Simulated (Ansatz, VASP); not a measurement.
**MgO in VASP and in Ansatz**

File INCAR:

```
SYSTEM = MgO
PREC = Accurate
ENCUT = 520
EDIFF = 1E-6
ISMEAR = 0
SIGMA = 0.05
LREAL = .FALSE.
LASPH = .TRUE.
NELM = 60
ALGO = Normal
ISIF = 2
LWAVE = .FALSE.
LCHARG = .FALSE.
GGA = CA
NBANDS = 16
```

The input KPOINTS:

```
Automatic mesh
0
G
  12 12 6
  0 0 0
```

File POSCAR:

```
MgO
1.0
    3.5341423990      0.0000000000      0.0000000000
   -1.7670711995      3.0606570981      0.0000000000
    0.0000000000      0.0000000000      4.0658705033
Mg O
2 2
Direct
    0.6666666667      0.3333333333      0.7500000000
    0.3333333333      0.6666666667      0.2500000000
    0.6666666667      0.3333333333      0.2500000000
    0.3333333333      0.6666666667      0.7500000000
```

Input for Ansatz:

```yaml
crystal:
  lattice:
    - [3.534142399, 0.0, 0.0]
    - [-1.7670711995, 3.0606570981, 0.0]
    - [0.0, 0.0, 4.0658705033]
  atoms:
    - { symbol: Mg, position: [0.6666666667, 0.3333333333, 0.75] }
    - { symbol: Mg, position: [0.3333333333, 0.6666666667, 0.25] }
    - { symbol: O, position: [0.6666666667, 0.3333333333, 0.25] }
    - { symbol: O, position: [0.3333333333, 0.6666666667, 0.75] }
basis:
  ecutwfc: 420
kpoints:
  mp_grid: { grid: [12, 12, 6] }
hamiltonian:
  xc: lda
scf:
  occupations: { method: gaussian, width: 0.05 }
output:
  forces: true
  stress: true
  eigenvalues: true
  write_density: true
  write_potential: true
  elf: true
  volumetric_format: npy
```

Alike in both runs: task single point; functional LDA; k mesh 12 × 12 × 6; occupations gaussian, width 0.05 eV; no spin polarisation.

```csv
,VASP,Ansatz
version,VASP 6.6.1,Ansatz 0.2.0
potentials or method,"VASP PAW LDA potentials, release 64 (Mg, O)","scalar-relativistic, plane waves, PAW"
plane-wave cutoff (eV),520,420
valence electrons in the cell,16,32
```

```csv
,VASP,Ansatz,Ansatz less VASP
gap on the k mesh at the Fermi level (eV),3.38,3.39,+0.004
least direct gap on the mesh (eV),3.38,3.39,+0.004
pressure (GPa),-5.0,-3.3,+1.74
largest component of the traceless stress (GPa),5.05,4.80,-0.242
```

The two sets of potentials don't hold the same shells in valence.

A k mesh can miss the band edges. As with any semilocal functional, this LDA gap is likely too small.
